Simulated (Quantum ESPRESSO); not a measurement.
# Pb (Fm-3m) in Quantum ESPRESSO: further runs

The runs below take Pb through single point, equation of state, with AM05.

Everything below comes from runs of Quantum ESPRESSO 7.5. Logs are shortened: lines on timing, memory, paths and dates and some standing lists are left out, and cuts for length are marked.

## (1) Starting point

The structure is cubic, space group Fm-3m (No. 225). Conventional cell: a = 4.950 Å, b = 4.950 Å, c = 4.950 Å, α = 90.00°, β = 90.00°, γ = 90.00°. Pb (site symmetry m-3m) has 12 Pb at 3.50 Å as nearest neighbours.

## (2) Single point, AM05, 28.50 Å³/atom

The input, pw.in:

```
&CONTROL
  calculation = 'scf'
  prefix = 'pwscf'
  outdir = './tmp'
  pseudo_dir = './pseudo'
  tprnfor = .true.
  tstress = .true.
  disk_io = 'nowf'
/
&SYSTEM
  ibrav = 0
  nat = 1
  ntyp = 1
  ecutwfc = 56
  nbnd = 13
  input_dft = 'XC-000I-000I-120L-135L-000I-000I'
  occupations = 'smearing'
  smearing = 'fd'
  degauss = 0.00367493
/
&ELECTRONS
  conv_thr = 2d-10
  electron_maxstep = 120
  mixing_beta = 0.5
/
ATOMIC_SPECIES
Pb   207.2000 Pb.upf
CELL_PARAMETERS angstrom
   0.0000000000    2.4244952108    2.4244952108
   2.4244952108    0.0000000000    2.4244952108
   2.4244952108    2.4244952108    0.0000000000
ATOMIC_POSITIONS crystal
Pb     0.0000000000    0.0000000000    0.0000000000
K_POINTS automatic
9 9 9 0 0 0
```

Potentials or basis: PseudoDojo 0.4.1 SR PBE standard.

Run with:

```sh
$ OMP_NUM_THREADS=1 pw.x -in pw.in > pw.out
```

pw.out:

```text
This program is part of the open-source Quantum ESPRESSO suite
     for quantum simulation of materials; please cite
         "P. Giannozzi et al., J. Phys.:Condens. Matter 21 395502 (2009);
         "P. Giannozzi et al., J. Phys.:Condens. Matter 29 465901 (2017);
         "P. Giannozzi et al., J. Chem. Phys. 152 154105 (2020);
     in publications or presentations arising from this work. More details at

     IMPORTANT: XC functional enforced from input :
     Exchange-correlation= XC-000I-000I-120L-135L-000I-000I
                           (   0   0 120 135   0   0   0)
     Any further DFT definition will be discarded
     Please, verify this is what you really want

     Message from routine setup:
     using ibrav=0 with symmetry is DISCOURAGED, use correct ibrav instead

     G-vector sticks info
     --------------------
     sticks:   dense  smooth     PW     G-vecs:    dense   smooth      PW
     Sum         649     649    199                10969    10969    1917

     Using Slab Decomposition

     bravais-lattice index     =            0
     lattice parameter (alat)  =       6.4794  a.u.
     unit-cell volume          =     192.3493 (a.u.)^3
     number of atoms/cell      =            1
     number of atomic types    =            1
     number of electrons       =        14.00
     number of Kohn-Sham states=           13
     kinetic-energy cutoff     =      56.0000  Ry
     charge density cutoff     =     224.0000  Ry
     scf convergence threshold =      2.0E-10
     mixing beta               =       0.5000
     number of iterations used =            8  plain     mixing
     Exchange-correlation= XC-000I-000I-120L-135L-000I-000I
                           (   0   0 120 135   0   0   0)

     celldm(1)=   6.479406  celldm(2)=   0.000000  celldm(3)=   0.000000
     celldm(4)=   0.000000  celldm(5)=   0.000000  celldm(6)=   0.000000

     crystal axes: (cart. coord. in units of alat)
               a(1) = (   0.000000   0.707107   0.707107 )
               a(2) = (   0.707107   0.000000   0.707107 )
               a(3) = (   0.707107   0.707107   0.000000 )

     reciprocal axes: (cart. coord. in units 2 pi/alat)
               b(1) = ( -0.707107  0.707107  0.707107 )
               b(2) = (  0.707107 -0.707107  0.707107 )
               b(3) = (  0.707107  0.707107 -0.707107 )

     PseudoPot. # 1 for Pb read from file:
     Pb.upf
     Pseudo is Norm-conserving + core correction, Zval = 14.0
     Generated using ONCVPSP code by D. R. Hamann
     Using radial grid of 1678 points,  6 beta functions with:
                l(1) =   0
                l(2) =   0
                l(3) =   1
                l(4) =   1
                l(5) =   2
                l(6) =   2

     atomic species   valence    mass     pseudopotential
     Pb               14.00   207.20000     Pb( 1.00)

     48 Sym. Ops., with inversion, found

   Cartesian axes

     site n.     atom                  positions (alat units)
         1        Pb     tau(   1) = (   0.0000000   0.0000000   0.0000000  )

     number of k points=    35  Fermi-Dirac smearing, width (Ry)=  0.0037
                       cart. coord. in units 2pi/alat
        k(    1) = (   0.0000000   0.0000000   0.0000000), wk =   0.0027435
        k(    2) = (   0.0785674   0.0785674  -0.0785674), wk =   0.0219479
        k(    3) = (   0.1571348   0.1571348  -0.1571348), wk =   0.0219479
        k(    4) = (   0.2357023   0.2357023  -0.2357023), wk =   0.0219479
        k(    5) = (   0.3142697   0.3142697  -0.3142697), wk =   0.0219479
        k(    6) = (   0.1571348   0.0000000  -0.0000000), wk =   0.0164609
[... 27 lines left out ...]
        k(   34) = (  -0.0000000  -0.4714045   0.6285394), wk =   0.0658436
        k(   35) = (  -0.0785674  -0.3928371   0.7071068), wk =   0.0658436

     Dense  grid:    10969 G-vectors     FFT dimensions: (  32,  32,  32)

     WARNING: libxc functional with ID  120 depends
      on external parameters: check the user_guide of
      QE if you need to modify them or to check their
      default values.

     WARNING: libxc functional with ID  135 depends
      on external parameters: check the user_guide of
      QE if you need to modify them or to check their
      default values.

     Initial potential from superposition of free atoms

     starting charge      13.9979, renormalised to      14.0000
     Starting wfcs are    9 randomized atomic wfcs +    4 random wfcs

     Self-consistent Calculation

     iteration #  1     ecut=    56.00 Ry     beta= 0.50
     Davidson diagonalization with overlap
     ethr =  1.00E-02,  avg # of iterations =  5.1

     Threshold (ethr) on eigenvalues was too large:
     Diagonalizing with lowered threshold

     Davidson diagonalization with overlap
     ethr =  3.76E-05,  avg # of iterations =  6.0

     total energy              =    -140.29177169 Ry
     estimated scf accuracy    <       0.00561525 Ry

     iteration #  2     ecut=    56.00 Ry     beta= 0.50
     Davidson diagonalization with overlap
     ethr =  4.01E-05,  avg # of iterations =  2.0

     total energy              =    -140.29266363 Ry
     estimated scf accuracy    <       0.00015854 Ry

     iteration #  3     ecut=    56.00 Ry     beta= 0.50
     Davidson diagonalization with overlap
     ethr =  1.13E-06,  avg # of iterations =  4.3

     total energy              =    -140.29270746 Ry
     estimated scf accuracy    <       0.00001625 Ry

     iteration #  4     ecut=    56.00 Ry     beta= 0.50
     Davidson diagonalization with overlap
     ethr =  1.16E-07,  avg # of iterations =  1.8

     total energy              =    -140.29270860 Ry
     estimated scf accuracy    <       0.00000051 Ry

     iteration #  5     ecut=    56.00 Ry     beta= 0.50
     Davidson diagonalization with overlap
     ethr =  3.65E-09,  avg # of iterations =  2.1

     total energy              =    -140.29270872 Ry
     estimated scf accuracy    <       0.00000001 Ry

     iteration #  6     ecut=    56.00 Ry     beta= 0.50
     Davidson diagonalization with overlap
     ethr =  1.01E-10,  avg # of iterations =  2.2

     total energy              =    -140.29270873 Ry
     estimated scf accuracy    <       0.00000001 Ry

     iteration #  7     ecut=    56.00 Ry     beta= 0.50
     Davidson diagonalization with overlap
     ethr =  7.76E-11,  avg # of iterations =  2.0

     total energy              =    -140.29270873 Ry
     estimated scf accuracy    <          4.9E-10 Ry

     iteration #  8     ecut=    56.00 Ry     beta= 0.50
     Davidson diagonalization with overlap
     ethr =  3.52E-12,  avg # of iterations =  2.0

     End of self-consistent calculation

          k = 0.0000 0.0000 0.0000 (  1363 PWs)   bands (ev):

    -4.7489  -4.7489  -4.7489  -4.5777  -4.5777   0.0678  20.2077  20.2077
    20.2077  22.3703  24.2684  25.2665  25.2665

          k = 0.0786 0.0786-0.0786 (  1372 PWs)   bands (ev):

    -4.7506  -4.7291  -4.7291  -4.5782  -4.5782   0.3215  17.6771  19.8997
    19.8997  21.9882  25.1835  25.8295  25.8295

          k = 0.1571 0.1571-0.1571 (  1369 PWs)   bands (ev):

    -4.7605  -4.7056  -4.7056  -4.5515  -4.5515   1.0855  14.0002  19.2566
    19.2566  21.6587  24.6279  25.4302  25.4302

          k = 0.2357 0.2357-0.2357 (  1362 PWs)   bands (ev):

    -4.7794  -4.7175  -4.7175  -4.4804  -4.4804   2.3275  10.6789  18.6481
    18.6481  21.5575  23.2907  24.4416  24.4416

          k = 0.3143 0.3143-0.3143 (  1371 PWs)   bands (ev):

    -4.7955  -4.7341  -4.7341  -4.4242  -4.4242   3.7553   8.1886  18.2890
    18.2890  21.6888  22.4323  23.9415  23.9415

          k = 0.1571 0.0000-0.0000 (  1371 PWs)   bands (ev):

    -4.7729  -4.7079  -4.7079  -4.6033  -4.5605   0.4058  18.4743  18.9157
    18.9157  21.4811  24.2338  26.7609  26.9516

          k = 0.2357 0.0786-0.0786 (  1352 PWs)   bands (ev):

    -4.7852  -4.6794  -4.6714  -4.6121  -4.5318   0.9995  15.2701  18.0274
    18.5960  21.6867  22.9016  26.1525  27.3486

          k = 0.3143 0.1571-0.1571 (  1365 PWs)   bands (ev):

    -4.7863  -4.7005  -4.6725  -4.5572  -4.4680   2.0867  11.8822  17.4764
    17.7321  21.0363  24.0324  26.0670  26.2017

          k = 0.3928 0.2357-0.2357 (  1368 PWs)   bands (ev):

    -4.7863  -4.7253  -4.6920  -4.4885  -4.4184   3.5096   9.0933  16.8300
    17.3746  20.6608  24.1987  25.2789  25.7915

          k =-0.2357-0.3928 0.3928 (  1371 PWs)   bands (ev):

    -4.7779  -4.7361  -4.7025  -4.4476  -4.4261   4.2094   8.0525  16.2070
    17.7700  20.8297  23.6853  24.6684  26.1993

          k =-0.1571-0.3143 0.3143 (  1365 PWs)   bands (ev):

    -4.7634  -4.7272  -4.6943  -4.4923  -4.4552   3.0222   9.9342  16.0223
    18.6196  21.4897  23.3620  24.4524  27.0177

          k =-0.0786-0.2357 0.2357 (  1362 PWs)   bands (ev):

    -4.7571  -4.7053  -4.6770  -4.5784  -4.5005   1.6729  12.9584  16.3345
    19.6954  22.5504  23.2868  24.6650  26.4324

          k =-0.0000-0.1571 0.1571 (  1371 PWs)   bands (ev):

    -4.7570  -4.7021  -4.7020  -4.6005  -4.5489   0.7456  16.0930  17.4347
    20.3485  22.6014  24.3395  25.3380  25.4235

          k = 0.3143 0.0000-0.0000 (  1355 PWs)   bands (ev):

    -4.8335  -4.6770  -4.6011  -4.6011  -4.5167   1.4213  15.6351  16.9230
    16.9230  20.3338  20.7739  29.3708  29.6911

          k = 0.3928 0.0786-0.0786 (  1353 PWs)   bands (ev):

    -4.8474  -4.7152  -4.5766  -4.5482  -4.4628   2.3384  13.0810  15.8629
    16.2307  19.7892  21.3325  28.6170  28.7773

          k = 0.4714 0.1571-0.1571 (  1363 PWs)   bands (ev):

    -4.8317  -4.7150  -4.5938  -4.5290  -4.4118   3.6442  10.4004  14.4863
    16.0654  19.4998  23.8289  27.2996  27.6372

          k =-0.1571-0.4714 0.4714 (  1362 PWs)   bands (ev):

    -4.8082  -4.6804  -4.6122  -4.5304  -4.4218   4.7122   8.7950  13.4419
    16.4701  19.6745  26.2285  26.8014  27.0148

          k =-0.0786-0.3928 0.3928 (  1358 PWs)   bands (ev):

    -4.7731  -4.6794  -4.6178  -4.5132  -4.4930   4.0579   9.7986  12.9605
    17.4073  20.2781  25.6879  26.3094  28.5628

          k =-0.0000-0.3143 0.3143 (  1366 PWs)   bands (ev):

    -4.7326  -4.7211  -4.6116  -4.5868  -4.4888   2.7248  11.9042  13.5592
    18.6947  21.3155  24.8784  25.8074  26.6087

          k = 0.4714 0.0000-0.0000 (  1347 PWs)   bands (ev):

    -4.9017  -4.7728  -4.4738  -4.4738  -4.4664   3.0785  12.3856  15.3635
    15.3635  18.7315  19.5520  31.2965  31.2965

          k = 0.5500 0.0786-0.0786 (  1357 PWs)   bands (ev):

    -4.9024  -4.7942  -4.4850  -4.4464  -4.4057   4.2139  10.6972  13.7304
    15.0374  18.6866  20.6019  30.2810  30.4841

          k =-0.0786-0.5500 0.5500 (  1351 PWs)   bands (ev):

    -4.8660  -4.7443  -4.5073  -4.4854  -4.4089   5.2790   9.6635  11.7515
    15.3103  18.8791  23.3669  29.3123  29.3721

          k =-0.0000-0.4714 0.4714 (  1360 PWs)   bands (ev):

    -4.8215  -4.6313  -4.5730  -4.5415  -4.4625   5.1167  10.3241  10.5921
    16.1511  19.3900  26.7085  28.3740  28.5414

          k = 0.6285 0.0000-0.0000 (  1359 PWs)   bands (ev):

    -4.9460  -4.8405  -4.4334  -4.3872  -4.3872   5.1003   9.4055  14.5268
    14.5268  17.8884  19.1684  31.9417  33.5034

          k =-0.0000-0.6285 0.6285 (  1350 PWs)   bands (ev):

    -4.9242  -4.8279  -4.4454  -4.4036  -4.3854   5.6595   8.9537  13.0867
    14.6219  18.3590  20.3659  31.2106  32.6492

          k = 0.3143 0.1571-0.0000 (  1353 PWs)   bands (ev):

    -4.7942  -4.6867  -4.6257  -4.6057  -4.4927   1.7565  13.8119  15.4979
    18.3114  21.8476  22.1641  25.7971  27.6916

          k = 0.3928 0.2357-0.0786 (  1362 PWs)   bands (ev):

    -4.7766  -4.7157  -4.6315  -4.5451  -4.4545   2.9627  11.1792  14.5328
    17.1487  21.4388  23.7859  25.1065  27.5983

          k =-0.2357-0.3928 0.5500 (  1358 PWs)   bands (ev):

    -4.7593  -4.7396  -4.6281  -4.5157  -4.4286   4.2936   8.9231  14.3572
    16.2848  21.2268  23.6825  27.3891  27.8077

          k = 0.4714 0.1571-0.0000 (  1361 PWs)   bands (ev):

    -4.8497  -4.7470  -4.5675  -4.4765  -4.4429   3.3733  11.7591  14.0337
    15.2489  20.4522  21.3226  27.1638  31.1934

          k =-0.1571-0.4714 0.6285 (  1365 PWs)   bands (ev):

    -4.8145  -4.7329  -4.5839  -4.4897  -4.4159   4.6329  10.0974  12.7366
    14.5277  20.7855  23.6335  26.0234  30.5389

          k =-0.0786-0.3928 0.5500 (  1363 PWs)   bands (ev):

    -4.7845  -4.6792  -4.5957  -4.5462  -4.4243   5.1371   9.5544  11.8785
    14.8286  21.1843  25.1392  26.9436  27.6305

          k =-0.0000-0.3143 0.4714 (  1356 PWs)   bands (ev):

    -4.7500  -4.7146  -4.6160  -4.5022  -4.4806   4.1661  10.6745  12.0933
    15.8185  21.8104  24.6136  25.0732  29.5703

          k =-0.0786-0.5500 0.7071 (  1364 PWs)   bands (ev):

    -4.8864  -4.8042  -4.4866  -4.4369  -4.3875   5.2407   9.6602  13.2511
    13.5738  19.8280  20.8744  29.0355  31.3577

          k =-0.0000-0.4714 0.6285 (  1365 PWs)   bands (ev):

    -4.8320  -4.7467  -4.5349  -4.4990  -4.3891   5.6663   9.7836  11.3793
    13.8287  20.5596  23.4339  27.9258  28.3788

          k =-0.0786-0.3928 0.7071 (  1366 PWs)   bands (ev):

    -4.7467  -4.7284  -4.6300  -4.5164  -4.3883   5.5203  10.3210  11.3112
    13.0307  23.0132  24.1346  25.2084  27.3366

     the Fermi energy is    12.0953 ev

!    total energy              =    -140.29270873 Ry
     estimated scf accuracy    <          2.6E-11 Ry
     smearing contrib. (-TS)   =      -0.00023678 Ry
     internal energy E=F+TS    =    -140.29247195 Ry

     The total energy is F=E-TS. E is the sum of the following terms:
     one-electron contribution =     -26.72367925 Ry
     hartree contribution      =      24.01454875 Ry
     xc contribution           =     -39.51424956 Ry
     ewald contribution        =     -98.06909190 Ry

     convergence has been achieved in   8 iterations

     Forces acting on atoms (cartesian axes, Ry/au):

     atom    1 type  1   force =     0.00000000    0.00000000    0.00000000

     Total force =     0.000000     Total SCF correction =     0.000000

     Computing stress (Cartesian axis) and pressure

          total   stress  (Ry/bohr**3)                   (kbar)     P=       29.68
   0.00020176  -0.00000000  -0.00000000           29.68       -0.00       -0.00
  -0.00000000   0.00020176  -0.00000000           -0.00       29.68       -0.00
  -0.00000000  -0.00000000   0.00020176           -0.00       -0.00       29.68

=------------------------------------------------------------------------------=
   JOB DONE.
=------------------------------------------------------------------------------=
```

It took 6.8 s on 1 thread of Arm Neoverse V1, shared host; peak memory 0.09 GiB.

Results:

```yaml
Free_energy: -1908.7795 eV
Pressure: 3.0 GPa
Band_gap_on_the_k_mesh: none (metal or under the smearing width)
```

Caveat: the potentials were made for another functional, which shifts forces and pressure.

## (3) Single point, AM05, 29.11 Å³/atom

Edit pw.in of step 2 so:

```diff
@@ -28,5 +28,5 @@
 CELL_PARAMETERS angstrom
-   0.0000000000    2.4244952108    2.4244952108
-   2.4244952108    0.0000000000    2.4244952108
-   2.4244952108    2.4244952108    0.0000000000
+   0.0000000000    2.4415696833    2.4415696833
+   2.4415696833    0.0000000000    2.4415696833
+   2.4415696833    2.4415696833    0.0000000000
 ATOMIC_POSITIONS crystal
```

Potentials or basis: PseudoDojo 0.4.1 SR PBE standard.

Run with:

```sh
$ OMP_NUM_THREADS=1 pw.x -in pw.in > pw.out
```

It took 6.9 s on 1 thread of Arm Neoverse V1, shared host; peak memory 0.09 GiB.

It converged, with:

```yaml
Free_energy: -1908.7884 eV
Pressure: 1.7 GPa
Band_gap_on_the_k_mesh: none (metal or under the smearing width)
```

Caveat: the potentials were made for another functional, which shifts forces and pressure.

## (4) Single point, AM05, 29.72 Å³/atom

Edit pw.in of step 3 so:

```diff
@@ -28,5 +28,5 @@
 CELL_PARAMETERS angstrom
-   0.0000000000    2.4415696833    2.4415696833
-   2.4415696833    0.0000000000    2.4415696833
-   2.4415696833    2.4415696833    0.0000000000
+   0.0000000000    2.4584086270    2.4584086270
+   2.4584086270    0.0000000000    2.4584086270
+   2.4584086270    2.4584086270    0.0000000000
 ATOMIC_POSITIONS crystal
```

Run with:

```sh
$ OMP_NUM_THREADS=1 pw.x -in pw.in > pw.out
```

Run time: 6.9 s. Hardware: 1 thread of Arm Neoverse V1, shared host; peak memory 0.09 GiB.

Results (log left out):

| Item | Value |
| --- | --- |
| Free energy | -1908.7929 eV |
| Pressure | 0.6 GPa |
| Band gap on the k mesh | none (metal or under the smearing width) |

Caveat: the potentials were made for another functional, which shifts forces and pressure.

## (5) Single point, AM05, 30.32 Å³/atom

Edit pw.in of step 4 so:

```diff
@@ -28,5 +28,5 @@
 CELL_PARAMETERS angstrom
-   0.0000000000    2.4584086270    2.4584086270
-   2.4584086270    0.0000000000    2.4584086270
-   2.4584086270    2.4584086270    0.0000000000
+   0.0000000000    2.4750200000    2.4750200000
+   2.4750200000    0.0000000000    2.4750200000
+   2.4750200000    2.4750200000    0.0000000000
 ATOMIC_POSITIONS crystal
```

Run with:

```sh
$ OMP_NUM_THREADS=1 pw.x -in pw.in > pw.out
```

It took 7 s on 1 thread of Arm Neoverse V1, shared host; peak memory 0.09 GiB.

It converged, with:

```
Free energy            : -1908.7934 eV
Pressure               : -0.3 GPa
Band gap on the k mesh : none (metal or under the smearing width)
```

Caveat: the potentials were made for another functional, which shifts forces and pressure.

## (6) Single point, AM05, 30.93 Å³/atom

Edit pw.in of step 5 so:

```diff
@@ -28,5 +28,5 @@
 CELL_PARAMETERS angstrom
-   0.0000000000    2.4750200000    2.4750200000
-   2.4750200000    0.0000000000    2.4750200000
-   2.4750200000    2.4750200000    0.0000000000
+   0.0000000000    2.4914113386    2.4914113386
+   2.4914113386    0.0000000000    2.4914113386
+   2.4914113386    2.4914113386    0.0000000000
 ATOMIC_POSITIONS crystal
```

Potentials or basis: PseudoDojo 0.4.1 SR PBE standard.

Run with:

```sh
$ OMP_NUM_THREADS=1 pw.x -in pw.in > pw.out
```

Run time: 7 s. Hardware: 1 thread of Arm Neoverse V1, shared host; peak memory 0.09 GiB.

It converged, with:

* Free energy: -1908.7906 eV
* Pressure: -1.2 GPa
* Band gap on the k mesh: none (metal or under the smearing width)

Caveat: the potentials were made for another functional, which shifts forces and pressure.

## (7) Single point, AM05, 31.54 Å³/atom

Edit pw.in of step 6 so:

```diff
@@ -28,5 +28,5 @@
 CELL_PARAMETERS angstrom
-   0.0000000000    2.4914113386    2.4914113386
-   2.4914113386    0.0000000000    2.4914113386
-   2.4914113386    2.4914113386    0.0000000000
+   0.0000000000    2.5075897876    2.5075897876
+   2.5075897876    0.0000000000    2.5075897876
+   2.5075897876    2.5075897876    0.0000000000
 ATOMIC_POSITIONS crystal
```

Run with:

```sh
$ OMP_NUM_THREADS=1 pw.x -in pw.in > pw.out
```

Run time: 7.1 s. Hardware: 1 thread of Arm Neoverse V1, shared host; peak memory 0.09 GiB.

The run converged. Its results:

* Free energy: -1908.7847 eV
* Pressure: -1.9 GPa
* Band gap on the k mesh: none (metal or under the smearing width)

Caveat: the potentials were made for another functional, which shifts forces and pressure.

## (8) Single point, AM05, 32.14 Å³/atom

Edit pw.in of step 7 so:

```diff
@@ -28,5 +28,5 @@
 CELL_PARAMETERS angstrom
-   0.0000000000    2.5075897876    2.5075897876
-   2.5075897876    0.0000000000    2.5075897876
-   2.5075897876    2.5075897876    0.0000000000
+   0.0000000000    2.5235621278    2.5235621278
+   2.5235621278    0.0000000000    2.5235621278
+   2.5235621278    2.5235621278    0.0000000000
 ATOMIC_POSITIONS crystal
```

Run with:

```sh
$ OMP_NUM_THREADS=1 pw.x -in pw.in > pw.out
```

It took 12 s on 1 thread of Arm Neoverse V1, shared host; peak memory 0.09 GiB.

It converged, with:

```
Free energy            : -1908.7762 eV
Pressure               : -2.6 GPa
Band gap on the k mesh : none (metal or under the smearing width)
```

Caveat: the potentials were made for another functional, which shifts forces and pressure.

## (9) Equation of state, AM05

Potentials or basis: PseudoDojo 0.4.1 SR PBE standard.

No new run: the results of the series are fitted here.

Results:

| Quantity | Value |
| --- | --- |
| Equilibrium volume | 30.11 Å³/atom |
| Bulk modulus | 47 GPa |
| Pressure derivative of the bulk modulus | 5.5 |

Energy against volume, from the lowest point:
```csv
volume (Å³/atom),energy (meV/atom)
28.503,13.88
29.110,5.01
29.716,0.55
30.323,0.00
30.929,2.86
31.535,8.70
32.142,17.17
```

Caveat: the potentials were made for another functional, which shifts forces and pressure. The run has no spin-orbit coupling, so splittings on Pb are missing.
